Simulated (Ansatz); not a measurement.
Si: frozen-core PAW against all-electron methods

```
Si
1.0
    -0.01367    2.73492    2.73492
     2.73492   -0.01367    2.73492
     2.72124    2.72124    0.00000
Si
2
Direct
  0.00000 0.00000 0.00000
  0.25000 0.25000 0.25000
```

Atoms are numbered in the order listed.

The structure comes from a relaxation in the same program, started in the diamond type. Whether it is a known phase or the ground state wasn't checked. The listed cell was then made from it by scaling, straining or moving an atom.

Levels of theory: DFT, PBE, PAW with Ansatz's default frozen-core files, scalar-relativistic (Ansatz 0.2.0); DFT, PBE, all-electron LAPW, scalar-relativistic (Ansatz 0.2.0).

For PAW: a Γ-centred 13×13×13 k mesh, Fermi–Dirac smearing of 0.05 eV, cutoff 420 eV, no spin polarisation. LAPW targets a basis error of 0.25 meV/atom. The Ansatz runs share mesh, smearing and spin set-up. Plane-wave (PAW) pressures include the program's estimate of the Pulay term.

Stress and pressure are positive in compression.

The change that made this cell: xy engineering shear strain of -1 %.

PAW results:

| quantity | PAW |
| --- | --- |
| pressure (GPa) | 0.03 |
| stress xy (GPa) | 0.99 |
| force on Si1, z (eV/Å) | -0.091 |
| band gap (eV) | 0.621 |

**Question.** What does all-electron LAPW give for the same quantities?

**Answer.** 
```tsv
quantity	LAPW
pressure (GPa)	0.00
stress xy (GPa)	0.99
force on Si1, z (eV/Å)	-0.091
band gap (eV)	0.623
```
